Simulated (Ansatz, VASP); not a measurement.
# SiC (Moissanite 3C) in two plane-wave programs, part 2 of 2

One calculation is typed for both programs; each brings its own data sets and cutoff. How far apart do they land? The cell is taken from a series of VASP runs on this material, whose earlier steps may have relaxed, scaled or displaced it; both programs get it as it stands.

VASP 6.6.1 and Ansatz 0.2.0.

So far. Step 4 (Differences): The walks stopped with 0.00 GPa left in Ansatz and 0.00 GPa in VASP; each walk ends within a tolerance, so the volume difference is uncertain by about these residues over the bulk modulus, most in soft cells.

### Step 5. VASP: zone-centre phonons, LDA

Level of this step: LDA; plane waves and PAW (Si, C) (VASP).

Second derivatives magnify differences that forces hide, and they need a tight electronic threshold. The cell compared in this pair holds 20.32 Å³, against 20.69 Å³ for the pair before.

File INCAR:

```
SYSTEM = SiC
PREC = Accurate
ENCUT = 520
EDIFF = 1E-08
NELM = 100
ISMEAR = 0
SIGMA = 0.03
LREAL = .FALSE.
ALGO = Normal
GGA = CA
NBANDS = 10
LORBIT = 11
LWAVE = .FALSE.
LCHARG = .FALSE.
KPAR = 2
IBRION = 6
NFREE = 2
POTIM = 0.015
NSW = 1
ISIF = 2
```

File POSCAR:

```
SiC
1.0
    0.0000000000      2.1657828511      2.1657828511
    2.1657828511      0.0000000000      2.1657828511
    2.1657828511      2.1657828511      0.0000000000
Si C
1 1
Direct
    0.0000000000      0.0000000000      0.0000000000
    0.7500000000      0.7500000000      0.7500000000
```

File KPOINTS:

```
Automatic mesh
0
Gamma
12 12 12
0 0 0
```

PAW data sets: Si and C (LDA family, release 64).

Started as:

```console
> mpirun -np 2 vasp_std
```

Numbers of over 12 decimals in the logs are rounded to 6 here.

The log of the run:

```text
[banner, memory and clock lines left out]
running    2 mpi-ranks, on    1 nodes
[...]
LDA part: xc-table for (Slater(with rela. corr.)+CA(PZ))
 , standard interpolation
 POSCAR, INCAR and KPOINTS ok, starting setup
[...]
entering main loop
       N       E                     dE             d eps       ncg     rms          rms(c)
DAV:   1     0.173706501271E+01    0.17371E+01   -0.40431E+03  1512   0.670E+02
DAV:   2    -0.181214277825E+02   -0.19858E+02   -0.18837E+02  1866   0.113E+02
DAV:   3    -0.187306778055E+02   -0.60925E+00   -0.60825E+00  1724   0.169E+01
DAV:   4    -0.187332650772E+02   -0.25873E-02   -0.25871E-02  1656   0.137E+00
[...]
DAV:  11    -0.166427065492E+02   -0.31836E-06   -0.31186E-06  1716   0.120E-02    0.132E-02
DAV:  12    -0.166427063232E+02    0.22602E-06   -0.67675E-07  1504   0.426E-03    0.598E-04
DAV:  13    -0.166427063270E+02   -0.37778E-08   -0.28967E-08  1590   0.114E-03
   1 F= -.16642706E+02 E0= -.16642706E+02  d E =-.102947E-13
[... from here on, the cycles between the ionic steps are left out ...]
   2 F= -.16640501E+02 E0= -.16640501E+02  d E =-.285196E-22
   3 F= -.16640501E+02 E0= -.16640501E+02  d E =-.287630E-22
   4 F= -.16640501E+02 E0= -.16640501E+02  d E =-.287859E-22
   5 F= -.16640501E+02 E0= -.16640501E+02  d E =-.287543E-22
 Finite differences progress:
  Degree of freedom:   2/  2
  Displacement:        2/  2
  Total:               4/  4
```

From OUTCAR (step 5):

```text
  Total       -0.0009223      0.0046685      0.0046685      0.0000000     -0.1298204      0.0000000
  in kB       -0.0727301      0.3681407      0.3681407      0.0000000    -10.2371470      0.0000000
  external PRESSURE =       0.2211838 kB  Pullay stress =       0.0000000 kB

 POSITION                                       TOTAL-FORCE (eV/Angst)
 -----------------------------------------------------------------------------------
      0.00000      0.00000      0.00000        -0.294059     -0.000000     -0.000000
      3.23367      3.24867      3.24867         0.294059      0.000000      0.000000
 -----------------------------------------------------------------------------------
    total drift:                                0.000051     -0.000000     -0.000000

  FREE ENERGIE OF THE ION-ELECTRON SYSTEM (eV)
  ---------------------------------------------------
  free  energy   TOTEN  =       -16.6405005864 eV

  energy  without entropy=      -16.6405005864  energy(sigma->0) =      -16.64050059

[... 1 part as in an earlier step ...]

[... 2 further parts left out ...]
[key lines of the parts left out:]
E-fermi :   8.5321
```

The last energy, forces, stress and levels in OUTCAR belong to the last displaced cell, not to the cell of POSCAR.

### Step 6. Ansatz: zone-centre phonons, LDA

The same cell, functional (in two slightly different forms), mesh and smearing now go to Ansatz, which takes its cutoff from its data sets.

The cell is taken from a series of VASP runs on this material, whose earlier steps may have relaxed, scaled or displaced it; both programs get it as it stands.

File input.yaml:

```yaml
crystal:
  lattice:
    - [0.0, 2.1657828511, 2.1657828511]
    - [2.1657828511, 0.0, 2.1657828511]
    - [2.1657828511, 2.1657828511, 0.0]
  atoms:
    - { symbol: Si, position: [0.0, 0.0, 0.0] }
    - { symbol: C, position: [0.75, 0.75, 0.75] }
hamiltonian:
  xc: lda
  pseudopotentials: { kind: paw }
kpoints:
  mp_grid: { grid: [12, 12, 12] }
scf:
  occupations: { method: gaussian, width: 0.03 }
phonons:
  method: dfpt
  qpoints: [[0, 0, 0]]
```

Started as:

```console
> ansatz run input.yaml --threads 4 --pin off --max-ram 9216MiB --backend cpu --events-out ev --progress --plain --runs-dir out
```

The log of the run:

```text
zone centre: on kpoints.mp_grid the ground state, and the responses unless they are solved on pairs of k-points, stand on 163 of the mesh's 1728 k-points, reduced under 8 symmetry operations, with k and −k counted as one. Each operation leaves every solved displacement unchanged or reverses it
[...]
Crystal: 2 atoms, lattice volume = 20.318 Å³
[...]
ASR residual per site (eV/Å²): 2.06e-5 1.31e-4
  Γ frequencies (cm⁻¹): 0.00 0.00 0.00 795.93 795.93 795.93
  non-analytic LO–TO correction: not included (Born effective charges unavailable; polar crystals: no LO–TO splitting at Γ)
--- Phonons (arbitrary-q DFPT): 1 explicit q-point ---
  q = [0, 0, 0] (of the zone-centre solve; hermiticity 7.86e-9, symmetrization 2.85e-15): -0.00 0.00 0.00 795.93 795.93 795.93
  sum rule: each row above includes the acoustic sum rule's correction from the zone centre's row sums; it moved no ω² by more than (1.72 cm⁻¹)²
[key lines of the parts left out:]
SCF converged after 7 iterations
Free energy (F): -852.200718 eV
Fermi energy:    10.125220 eV
```

It took 3.8 s on 4 threads of Arm Neoverse V1, shared host; peak memory 0.42 GiB.

### Step 7. Differences

What differs besides the data sets and the points named for the pairs above, as far as they apply: the two LDA forms differ slightly; VASP's log shows a relativistic correction to its local exchange, Ansatz's none; VASP uses finite displacements, Ansatz perturbation theory. Total energies have different zeros and are not compared.

The two programs side by side:

```csv
quantity,Ansatz,VASP,difference
optical mode 1 to 3 (cm⁻¹),795.9,796.0,-0.01 %
```

Modes are paired by rising frequency and degeneracy, not by their patterns, so a pair may still set unlike modes beside each other.

### Step 8. Outcome

* difference in volume (relaxation of cell and atoms, PBE): 0.022 %
* r.m.s. difference of the optical zone-centre modes, each program's sorted by frequency (zone-centre phonons, LDA): 0.080 cm⁻¹

In words: The difference in volume is 0.022 % (relaxation of cell and atoms, PBE), within the 1.2 % picked in this series as the mark of a large difference, as far as the stopping tolerances let one tell. Such differences can come from data sets, numerical settings and the points named under the comparisons, not from the functional's error against experiment.

[Lines on the potential files, build, host, timing and source positions are cut from VASP's logs without a mark.]

[Logs are printed without paths, hosts, clocks, repeated set-up lines and the standing remarks that a program may print on its own settings, such as how far it seeks lower states.]

[Hosts, paths, dates, database ids (printed as entryN), source tags and the programs' standing remarks are cut or masked in the printed files.]
